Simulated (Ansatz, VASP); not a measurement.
**One calculation of Ga, two programs**

File INCAR:

```
ALGO = Normal ; EDIFF = 1E-6
ENCUT = 520 ; GGA = PS
ISIF = 2 ; ISMEAR = -1
LASPH = T ; LCHARG = F
LREAL = F ; LWAVE = F
NBANDS = 12 ; NELM = 100
PREC = Accurate ; SIGMA = 0.03
```

File KPOINTS:

```
k-points
0
Gamma
  16 16 16
```

The input POSCAR:

```
Ga
1.0
   -1.4403300000      1.3957500000      2.2290000000
    1.3957500000     -1.4403300000      2.2290000000
    1.4122500000      1.4122500000     -2.2570800000
Ga
1
Direct
    0.0000000000      0.0000000000      0.0000000000
```

Input for Ansatz:

```yaml
crystal:
  lattice:
    - [-1.44033, 1.39575, 2.229]
    - [1.39575, -1.44033, 2.229]
    - [1.41225, 1.41225, -2.25708]
  atoms:
    - { symbol: Ga, position: [0.0, 0.0, 0.0] }
kpoints:
  mp_grid: { grid: [16, 16, 16] }
  band_path:
    path:
      - [0.0, 0.0, 0.0]
      - [0.5, 0.5, -0.5]
      - [0.1921238373, 0.8078761627, -0.5]
      - [-0.1921238373, 0.1921238373, 0.5]
      - [0.0, 0.0, 0.5]
      - [0.0, 0.0, 0.0]
      - [-0.5, 0.5, 0.0]
      - [0.0, 0.5, 0.0]
      - [0.0, 0.0, 0.0]
    npoints: 5
scf:
  occupations: { method: fermi_dirac, width: 0.03 }
hamiltonian:
  xc: pbesol
  pseudopotentials: { kind: all_electron, lapw: { basis_error: 0.001 } }
output:
  forces: true
  stress: true
  eigenvalues: true
```

Change from the starting cell: equal xy, yz and zx shear strains of -2 %.

Alike in both runs: task single point; functional PBEsol; k mesh 16 × 16 × 16; occupations fermi-dirac, width 0.03 eV; no spin polarisation.

|  | VASP | Ansatz |
| --- | --- | --- |
| version | VASP 6.6.1 | Ansatz 0.2.0 |
| potentials or method | VASP PAW PBE potentials, release 64 (Ga_d) | all-electron LAPW, scalar-relativistic |
| plane-wave cutoff (eV) | 520 | see its input |

```csv
,VASP,Ansatz,Ansatz less VASP
pressure (GPa),0.6,0.6,-0.01
largest component of the traceless stress (GPa),0.81,0.81,0.000
```

Ansatz ran all-electron here, so the differences hold the error of VASP's frozen core and of both bases.

Caveats: the PAW data sets were made with another functional, which shifts forces and pressure a little (VASP).
